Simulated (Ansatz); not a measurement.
## HfO2, one structure, two calculations

Cell: a COD entry, ions relaxed with PBE at fixed cell.

```cif
data_HfO2
_symmetry_space_group_name_H-M 'P2_1/c'
_symmetry_Int_Tables_number 14
_cell_length_a 5.1180
_cell_length_b 5.1857
_cell_length_c 5.2841
_cell_angle_alpha 90.000
_cell_angle_beta 99.352
_cell_angle_gamma 90.000
loop_
_atom_site_label
_atom_site_type_symbol
_atom_site_symmetry_multiplicity
_atom_site_Wyckoff_symbol
_atom_site_fract_x
_atom_site_fract_y
_atom_site_fract_z
Hf Hf 4 e 0.2767 0.0419 0.2081
O5 O 4 e 0.4466 0.7584 0.4803
O9 O 4 e 0.0726 0.3393 0.3389
```

One atom of each set is listed.

First run. Level of theory: DFT, PBE, plane waves and PAW, scalar-relativistic, 420 eV cutoff, Γ-centred 6×6×6 k-points, Fermi–Dirac smearing 0.02 eV (Ansatz 0.2.0).

| site | V_zz (10²¹ V/m²) | η |
| --- | --- | --- |
| Hf | 12.69 | 0.16 |
| O5 | 1.07 | 1.00 |
| O9 | -1.32 | 0.88 |

Second run. The same atoms and settings, except that the functional is PBEsol.

(1) What does the second run give?

Results:

(1) 

```json
{"site": "Hf", "V_zz": "12.50", "η": "0.16", "change of V_zz": "-0.19"}
{"site": "O5", "V_zz": "1.08", "η": "0.94", "change of V_zz": "+0.01"}
{"site": "O9", "V_zz": "-1.20", "η": "0.92", "change of V_zz": "+0.12"}
```

The largest change of V_zz is on Hf, from 12.69 to 12.50. In per cent, |V_zz| changes by -2 on Hf, -9 to +1 on O (all sites that start above 0.5).

Without spin–orbit coupling the gradients at and beside Hf can be off by some per cent, at some sites by more.
For the first run: At this cell the principal stresses reach 5 GPa in size with PBE, which can matter for small gradients.
